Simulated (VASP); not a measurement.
# Hf (Im-3m) in VASP: notebook, part 2 of 2

VASP 6.6.1. The steps go on from the part before.

## Step 5: Relaxation of cell and atoms, LDA, target pressure 0.0001 GPa, at which the enthalpy is minimised

This run uses another cell than the first one, of 20.49 Å³/atom, 1.207 times its volume.

INCAR

```
SYSTEM = Hf
ALGO = Fast
EDIFF = 1E-7
EDIFFG = -0.002
ENCUT = 350
IBRION = 2
ISIF = 3
ISMEAR = 0
LASPH = .TRUE.
LCHARG = .FALSE.
LREAL = .FALSE.
LWAVE = .FALSE.
NELM = 80
NSW = 80
PREC = Accurate
PSTRESS = 0.001
SIGMA = 0.1
```

KPOINTS

```
k-points
0
G
  8 8 8
  0 0 0
```

POSCAR

```
Hf                                      
1.0
   -1.7238539864      1.7238539864      1.7238539864
    1.7238539864     -1.7238539864      1.7238539864
    1.7238539864      1.7238539864     -1.7238539864
  Hf            
     1
Direct
     0.0000000000000000    0.0000000000000000    0.0000000000000000
```

Launch:

```console
$ cat potpaw_LDA.64/Hf_pv/POTCAR > POTCAR
$ mpirun -np 1 vasp_std > vasp.out
```

Wall time 4 s (1 thread of Intel Xeon Platinum 8488C (Sapphire Rapids), shared host); peak memory 0.11 GiB.

Results (log left out):

```yaml
Free_energy: -10.5549 eV
Relaxed_volume: 20.50 Å³/atom
Relaxed_cell: a = 2.986 Å, b = 2.986 Å, c = 2.986 Å, α = 109.47°, β = 109.47°, γ = 109.47°
Space_group_after_relaxing_to_0.05_Å: Im-3m (No. 229)
Energy_change_on_relaxing_the_enthalpy_is_what_falls: -0.0 meV/atom
Ionic_steps: 3
Pressure_after_relaxing: 0.0 GPa
Band_gap_on_the_k_mesh: none (metal or under the smearing width)
```

Final structure:
```
Hf
1.0
    -1.72422    1.72422    1.72422
     1.72422   -1.72422    1.72422
     1.72422    1.72422   -1.72422
Hf
1
Direct
  0.00000 0.00000 0.00000
```

Levels at points of the mesh, in eV from the Fermi level:
| k point | band 3 | band 4 | band 5 | band 6 | band 7 | band 8 |
| --- | --- | --- | --- | --- | --- | --- |
| (0.00, 0.00, 0.00) | -29.34 | -7.24 | 1.50 | 1.50 | 1.50 | 4.56 |
| (0.50, 0.00, 0.00) | -29.35 | -3.65 | -0.71 | 1.60 | 4.43 | 5.51 |
| (0.50, 0.50, 0.50) | -30.11 | -2.97 | -2.97 | 7.39 | 7.39 | 7.39 |

Caveat: the cell is relaxed towards a set pressure, so the enthalpy falls and the energy may rise. The run has no spin-orbit coupling, so splittings on Hf are missing.

## Step 6: Relaxation of cell and atoms, LDA, target pressure 100 GPa, at which the enthalpy is minimised

This run uses another cell than the first one, of 14.12 Å³/atom, 0.832 times its volume.

INCAR: that of step 5 with these lines changed.

```diff
@@ -15,3 +15,3 @@
 PREC = Accurate
-PSTRESS = 0.001
+PSTRESS = 1000
 SIGMA = 0.1
```

KPOINTS is that of step 5.

POSCAR

```
Hf                                      
1.0
   -1.5226346253      1.5226346253      1.5226346253
    1.5226346253     -1.5226346253      1.5226346253
    1.5226346253      1.5226346253     -1.5226346253
  Hf            
     1
Direct
     0.0000000000000000    0.0000000000000000    0.0000000000000000
```

Potentials or basis: VASP PAW LDA potentials, release 64 (Hf_pv).

Launch:

```console
$ cat potpaw_LDA.64/Hf_pv/POTCAR > POTCAR
$ mpirun -np 1 vasp_std > vasp.out
```

It took 4.8 s on 1 thread of Intel Xeon Platinum 8488C (Sapphire Rapids), shared host; peak memory 0.11 GiB.

It converged, with:

```yaml
Free_energy: -8.8881 eV
Relaxed_volume: 13.26 Å³/atom
Relaxed_cell: a = 2.583 Å, b = 2.583 Å, c = 2.583 Å, α = 109.47°, β = 109.47°, γ = 109.47°
Space_group_after_relaxing_to_0.05_Å: Im-3m (No. 229)
Energy_change_on_relaxing_the_enthalpy_is_what_falls: +465.2 meV/atom
Ionic_steps: 5
Pressure_after_relaxing: 100.0 GPa
Band_gap_on_the_k_mesh: none (metal or under the smearing width)
```

The path:
```csv
step,energy change (eV),largest force (eV/Å),pressure (GPa),volume (Å³)
1,0.0000,0.0000,75.00,14.12
2,3.9868,0.0000,289.48,10.08
3,0.4058,0.0000,96.78,13.36
4,0.4542,0.0000,99.40,13.28
5,0.4652,0.0000,100.01,13.26
```

Final structure:
```
Hf
1.0
    -1.49115    1.49115    1.49115
     1.49115   -1.49115    1.49115
     1.49115    1.49115   -1.49115
Hf
1
Direct
  0.00000 0.00000 0.00000
```

Levels at points of the mesh, in eV from the Fermi level:
| k point | band 1 | band 2 | band 3 | band 4 | band 5 | band 6 | band 7 | band 8 | band 9 |
| --- | --- | --- | --- | --- | --- | --- | --- | --- | --- |
| (0.00, 0.00, 0.00) | -27.75 | -27.75 | -27.75 | -8.08 | 1.46 | 1.46 | 1.46 | 6.05 | 6.05 |
| (0.50, 0.00, 0.00) | -31.65 | -28.92 | -27.83 | -5.58 | -2.19 | 5.10 | 6.51 | 8.08 | 13.25 |
| (0.50, 0.50, 0.50) | -30.31 | -30.31 | -30.31 | -5.91 | -5.91 | 11.41 | 11.41 | 11.41 | 13.22 |

Caveat: the k mesh is coarse (spacing up to 0.36 Å⁻¹), so the values aren't converged; the cell is relaxed towards a set pressure, so the enthalpy falls and the energy may rise.

## Step 7: Relaxation of cell and atoms, LDA, target pressure 100 GPa, at which the enthalpy is minimised

This run uses another cell than the first one, of 13.26 Å³/atom, 0.781 times its volume.

INCAR is that of step 6.

KPOINTS is that of step 6.

POSCAR

```
Hf                                      
1.0
   -1.4911477979      1.4911477979      1.4911477979
    1.4911477979     -1.4911477979      1.4911477979
    1.4911477979      1.4911477979     -1.4911477979
  Hf            
     1
Direct
     0.0000000000000000    0.0000000000000000    0.0000000000000000
```

Launch:

```console
$ cat potpaw_LDA.64/Hf_pv/POTCAR > POTCAR
$ mpirun -np 1 vasp_std > vasp.out
```

Run time: 2.4 s. Hardware: 1 thread of Intel Xeon Platinum 8488C (Sapphire Rapids), shared host; peak memory 0.1 GiB.

It converged, with:

| Property | Result |
| --- | --- |
| Free energy | -8.8862 eV |
| Energy change on relaxing (the enthalpy is what falls) | +0.6 meV/atom |
| Ionic steps | 4 |
| Pressure after relaxing | 100.0 GPa |
| Band gap on the k mesh | none (metal or under the smearing width) |

Step by step:
| step | energy change (eV) | largest force (eV/Å) | pressure (GPa) | volume (Å³) |
| --- | --- | --- | --- | --- |
| 1 | 0.0000 | 0.0000 | 99.94 | 13.26 |
| 2 | 0.0059 | 0.0000 | 100.29 | 13.25 |
| 3 | 0.0010 | 0.0000 | 100.04 | 13.26 |
| 4 | 0.0006 | 0.0000 | 100.02 | 13.26 |

Final structure:
```
CELL_PARAMETERS angstrom
-1.49111 1.49111 1.49111
1.49111 -1.49111 1.49111
1.49111 1.49111 -1.49111
ATOMIC_POSITIONS crystal
Hf 0.00000 0.00000 0.00000
```

Levels at points of the mesh, in eV from the Fermi level:
```tsv
k point	band 1	band 2	band 3	band 4	band 5	band 6	band 7	band 8	band 9
(0.00, 0.00, 0.00)	-27.75	-27.75	-27.75	-8.08	1.46	1.46	1.46	6.05	6.05
(0.50, 0.00, 0.00)	-31.65	-28.92	-27.83	-5.58	-2.19	5.10	6.51	8.08	13.26
(0.50, 0.50, 0.50)	-30.31	-30.31	-30.31	-5.91	-5.91	11.41	11.41	11.41	13.22
```

Caveat: the k mesh is coarse (spacing up to 0.37 Å⁻¹), so the values aren't converged; the cell is relaxed towards a set pressure, so the enthalpy falls and the energy may rise.

## Step 8: Overview

```tsv
cell	target pressure	mesh quality	gap on the mesh (eV)	pressure (GPa)
relaxed to 12 GPa	12 GPa	not flagged	none	12.0
relaxed to 0.0001 GPa	0.0001 GPa	not flagged	none	0.0
relaxed to 100 GPa	100 GPa	coarse	none	100.0
```

Alike in all rows: task relaxation of cell and atoms; level LDA; potentials or basis VASP PAW LDA potentials, release 64 (Hf_pv); no spin polarisation; k mesh 8 × 8 × 8; cutoff (eV) 350; smearing gaussian 0.1 eV.

Caveats: some runs use coarse meshes; the cell is relaxed towards a set pressure, so the enthalpy falls and the energy may rise.

Absolute energies hang on the potentials; compare differences alone.
